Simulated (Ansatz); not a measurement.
input.yaml (Ansatz)

```yaml
crystal:
  lattice:
    - [0.0, 2.4633505796, 2.4633505796]
    - [2.4633505796, 0.0, 2.4633505796]
    - [2.4633505796, 2.4633505796, 0.0]
  atoms:
    - { symbol: Tl, position: [0.0, 0.0, 0.0] }
hamiltonian:
  xc: r2scan
  pseudopotentials:
    kind: paw_fr
    azcp:
      Tl: "pseudopotentials/Tl.paw.azcp"
basis:
  ecutwfc: 500
  fft_grid_basis: typed
kpoints:
  mp_grid: { grid: [11, 11, 11], shift: [0, 0, 0] }
magnetization:
  noncollinear: true
  spin_orbit: true
scf:
  occupations: { method: fermi_dirac, width: 0.1 }
```

Output

```
Engine: ansatz 0.2.0, x86_64-unknown-linux-gnu
Pseudopotentials: kind: paw_fr
Pseudopotential: Tl, paw_fr, valence charge 13, recommended cutoff 500 eV (meta_gga) 
Functional definition: r2SCAN
  parameter k0 = 0.174
  parameter k1 = 0.065
  parameter a1 = 4.9479
  exchange = r2scan_x(k0 = k0, k1 = k1, a1 = a1)
  correlation = r2scan_c
non-collinear run that drives no moment, with spin-orbit: no starting moment large enough to seed its density (crystal.atoms[].spin), no starting occupations that ask for one, no magnetisation constraint and no magnetic field, so the semilocal B_xc is pinned to zero
Crystal: 1 atoms, lattice volume = 29.896 Å³
Basis set: ecut = 500 eV, 749 PW (Γ), exchange–correlation on 108×108×108 points (64 copies of the dense FFT grid, shifted against one another)
Bands: 22, of which v1, the nominal top of the filled ones, is band 13 counted from 1 (12 counted from 0)
Symmetry: 48 space group operations + 48 with time reversal
Magnetic group: BNS 225.117 (UNI 1619), of the structure as read, at distance tolerance 3.1e-5 Å
k-points: 56 of 1331
Projection manifold: j_resolved (fully-relativistic pseudo-atomic orbitals)
Non-local potential: Tl, projectors of the file, l = 0: 2, l = 1: 4, l = 2: 4, l = 3: 2
PAW form: soft (Blöchl's): semilocal exchange-correlation on the pseudo side does not see the compensation charge
PAW frozen core: Tl, regenerated for the run's functional (the file was generated under x = pbe(κ = 0.804, μ = 0.2195149727645171), c = pbe(β = 0.06672455060314922))
PAW one-centre angular grid: Tl, 590 points (default); XC on 273 of its mesh's 2893 points in the sphere
Initial density: superposition of atomic densities (chi_scale 0.1, normalization cell)
Initial wavefunctions: pseudopotential atomic-orbital guess
Functional: x = r2scan, c = r2scan; τ floored in thin density (d = 2e-4 eV/Å³)
iter 1 solved again at ethr=1.34e-4 eV; its pass at ethr=3.10e-3 eV (dr2=1.74e-2 eV) is discarded
SCF iter   1: F=—  HF=-11425.684569 eV  |F-HF|=—  |Δ(HF+E_count)|=         —  Δρ=9.14e-3  dr2=1.91e-2  dr2_τ=5.29e-4  dr2_m=0.00e0 (ungated)  ethr=1.34e-4  |M|=0.00e0 ∫|m|=0.00e0 μB  |m|>n=0.0e0 m-floor=0.0e0 τ_xc=0.0e0  β_m=0.30  ⟨swp⟩=1.1  Hψ=5010  notcnv=0
SCF iter   2: F=—  HF=-11425.684436 eV  |F-HF|=—  |Δ(HF+E_count)|=   1.33e-4  Δρ=7.13e-3  dr2=1.12e-2  dr2_τ=8.09e-5  dr2_m=0.00e0 (ungated)  ethr=1.34e-4  |M|=0.00e0 ∫|m|=0.00e0 μB  |m|>n=0.0e0 m-floor=0.0e0 τ_xc=0.0e0  β_m=0.65  ⟨swp⟩=1.0  Hψ=616  notcnv=0
SCF iter   3: F=—  HF=-11425.686677 eV  |F-HF|=—  |Δ(HF+E_count)|=   2.24e-3  Δρ=1.01e-3  dr2=4.55e-4  dr2_τ=1.06e-5  dr2_m=0.00e0 (ungated)  ethr=8.63e-5  |M|=0.00e0 ∫|m|=0.00e0 μB  |m|>n=0.0e0 m-floor=0.0e0 τ_xc=0.0e0  β_m=0.66  ⟨swp⟩=3.0  Hψ=1070  notcnv=0
SCF iter   4: F=—  HF=-11425.686750 eV  |F-HF|=—  |Δ(HF+E_count)|=   7.33e-5  Δρ=3.26e-4  dr2=1.94e-5  dr2_τ=8.34e-7  dr2_m=0.00e0 (ungated)  ethr=3.50e-6  |M|=0.00e0 ∫|m|=0.00e0 μB  |m|>n=0.0e0 m-floor=0.0e0 τ_xc=0.0e0  β_m=0.79  ⟨swp⟩=2.1  Hψ=920  notcnv=0
SCF iter   5: F=—  HF=-11425.686788 eV  |F-HF|=—  |Δ(HF+E_count)|=   3.73e-5  Δρ=6.69e-5  dr2=1.71e-6  dr2_τ=1.09e-8  dr2_m=0.00e0 (ungated)  ethr=1.49e-7  |M|=0.00e0 ∫|m|=0.00e0 μB  |m|>n=0.0e0 m-floor=0.0e0 τ_xc=0.0e0  β_m=0.90  ⟨swp⟩=2.0  Hψ=984  notcnv=0
SCF iter   6: F=-11425.686787 eV  HF=-11425.686787 eV  |F-HF|=1.84e-9  |Δ(HF+E_count)|=   2.14e-7  Δρ=8.44e-6  dr2=1.93e-8  dr2_τ=2.90e-10  dr2_m=0.00e0 (ungated)  ethr=7.69e-10  |M|=0.00e0 ∫|m|=0.00e0 μB  |m|>n=0.0e0 m-floor=0.0e0 τ_xc=0.0e0  ⟨swp⟩=1.0  Hψ=1832  notcnv=0
SCF 1 converged in 6 iterations: F = -11425.686787 eV  dr2 = 1.93e-8
SCF converged after 6 iterations
Magnetization: |M| = 0.0000 μB,  M = (+0.0000, +0.0000, +0.0000) μB
Absolute magnetization: 0.0000 μB (∫|m|)
  site 0: m = (+0.0000, +0.0000, +0.0000) μB, |m| = 0.0000 μB  (R = 1.44 Å)
Free energy (F): -11425.686787 eV
Harris-Foulkes:  -11425.686787 eV  (|F-HF|=1.84e-9)
Internal energy: -11425.664856 eV  (E = F + TS)
E sigma→0 (E₀):  -11425.675822 eV
Entropy (-TS):   -0.021931 eV (-21.931 meV/atom)
Fermi energy:    9.530578 eV
--- Per-component energies (eV) ---
  E_band       = -6.165007
  E_kinetic    = 334.775171
  E_local      = -901.873982  (includes V_loc(G=0)·N_el)
  E_nonlocal   = 316.498328
  E_hartree    = 334.245702
  E_xc         = -218.228069
  E_vxc        = -156.705138  (∫ρ·V_xc dr)
  E_paw        = -10159.745972  (= ΣΔE_a)
  E_vpaw       = -279.424364  (= ΣTr[D̂ρ^β])
  E_aug_tail   = 0.000019  (compensation charges beyond the density's cutoff)
  E_vtau       = 12.078162  (kinetic-family band-sum trace: ∫τ·v_τ [+ j·A + Jᵃ·Aᵃ] dr)
  E_ewald      = -1132.344472
  E_core_change = 1.008419  (= ΣΔE_core)
  E_smearing   = -0.021931  (= −TS)
  E_closure    = 0.000000  (closes the sum)
  Σ components = -11425.686787   (vs F -11425.686787, Δ=0.00e0)
```

Launched by

```sh
ansatz run input.yaml --threads 1 --pin off --max-ram 3584MiB --backend cpu --events-out ev --progress --plain --runs-dir out
```

On 1 thread of Intel(R) Xeon(R) Platinum 8259CL CPU @ 2.50GHz (Skylake/Cascade Lake) (shared host) this took about 13 s of wall time and 13 s of CPU time.
